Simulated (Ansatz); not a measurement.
# Rb: the cost of one run

Program: Ansatz 0.2.0. Level of theory: DFT PBE+D3(BJ), scalar-relativistic, plane waves, PAW. These are calculated values, not measurements.

This is Rb in the fcc structure; at room conditions it is bcc.

3 further runs of the same task are left out: 3 set aside as unsound or not needed.

### Step 1. The structure to begin with

It takes space group Fm-3m (No. 225, cubic). Conventional cell: a = 7.013 Å, b = 7.013 Å, c = 7.013 Å, α = 90.00°, β = 90.00°, γ = 90.00°.

Coordinates:

```xyz
1
Lattice="0.0000 3.5065 3.5065 3.5065 0.0000 3.5065 3.5065 3.5065 0.0000" Properties=species:S:1:pos:R:3 pbc="T T T"
Rb    0.0000    0.0000    0.0000
```

It goes back to an entry of the Materials Project, which need not be the stable form.

It is the result of an earlier relaxation at this level (volume 86.23 Å³/atom; gap on the mesh: none (metal)).

### Step 2. Zero of the scan

File input.yaml:

```yaml
crystal:
  lattice:
    - [0.0, 3.5065327232, 3.5065327232]
    - [3.5065327232, 0.0, 3.5065327232]
    - [3.5065327232, 3.5065327232, 0.0]
  atoms:
    - { symbol: Rb, position: [0.0, 0.0, 0.0] }
basis:
  ecutwfc: 420
kpoints:
  mp_grid: { grid: [8, 8, 8] }
hamiltonian:
  xc: pbe
  dispersion: d3bj
scf:
  occupations: { method: gaussian, width: 0.15 }
output:
  forces: true
  stress: true
  eigenvalues: true
  write_density: true
  write_potential: true
  elf: true
  volumetric_format: npy
```

On the command line:

```console
$ ansatz run input.yaml --threads 1 --pin off --max-ram 2560MiB --backend cpu --events-out ev --progress --plain --runs-dir out
```

Q: Estimate wall time and peak memory on 1 thread of Arm Neoverse V2, shared host.

About 1.7 s, with a peak of 0.3 GiB.
